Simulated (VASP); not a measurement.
Here is a VASP 6.6.1 calculation.

The input INCAR:

```
SYSTEM = C
PREC     = Accurate       ! precision mode
ENCUT    = 600            ! plane-wave cutoff, eV
EDIFF    = 1E-7           ! SCF threshold, eV
ISMEAR   = -1             ! smearing method
SIGMA    = 0.05           ! smearing width, eV
LREAL    = .FALSE.        ! projectors in reciprocal space
LASPH    = .TRUE.         ! aspherical terms in the spheres
NELM     = 80             ! most SCF steps
ALGO     = Normal         ! electronic algorithm
ISIF     = 3              ! what is computed and relaxed
LWAVE    = .FALSE.        ! write WAVECAR
LCHARG   = .FALSE.        ! write CHGCAR
GGA      = PS             ! functional
IVDW     = 11             ! dispersion correction
IBRION   = 2              ! ionic algorithm
NSW      = 60             ! ionic steps
EDIFFG   = -0.01          ! ionic threshold
```

Contents of KPOINTS:

```
Automatic mesh
0
G
  13 13 13
  0 0 0
```

Contents of POSCAR:

```
C
1.0
    0.0000000000      1.7833700000      1.7833700000
    1.7833700000      0.0000000000      1.7833700000
    1.7833700000      1.7833700000      0.0000000000
C
2
Direct
    0.7500000000      0.7500000000      0.7500000000
    0.5000000000      0.5000000000      0.5000000000
```

Potentials or basis: VASP PAW PBE potentials, release 64 (C).

Launch:

```console
$ cat potpaw_PBE.64/C/POTCAR > POTCAR
$ mpirun -np 1 vasp_std > vasp.out
```

**Question.** What does it give for the dispersion energy per atom?

**Answer.** -0.086 eV.

**Question.** Predict the relaxed volume.

**Answer.** 5.59 Å³/atom.

**Question.** Predict the band gap on the k mesh.

**Answer.** 4.04 eV, indirect (least direct gap 5.58 eV).

**Question.** Predict the space group after relaxing (to 0.05 Å).

**Answer.** Fd-3m (No. 227).

Step by step:
| step | energy change (eV) | largest force (eV/Å) | pressure (GPa) | volume (Å³) |
| --- | --- | --- | --- | --- |
| 1 | 0.0000 | 0.0000 | -6.51 | 11.34 |
| 2 | 0.0021 | 0.0000 | 8.73 | 10.97 |
| 3 | -0.0034 | 0.0000 | -0.02 | 11.18 |

Caveat: the PAW data sets were made with another functional, which shifts forces and pressure a little; an odd mesh through Γ misses points on the zone boundary, where band edges often lie.

The cell as given is a measured one (5.67 Å³/atom); PBEsol+D3 puts the equilibrium volume -1.5 % from it, thermal expansion not counted.
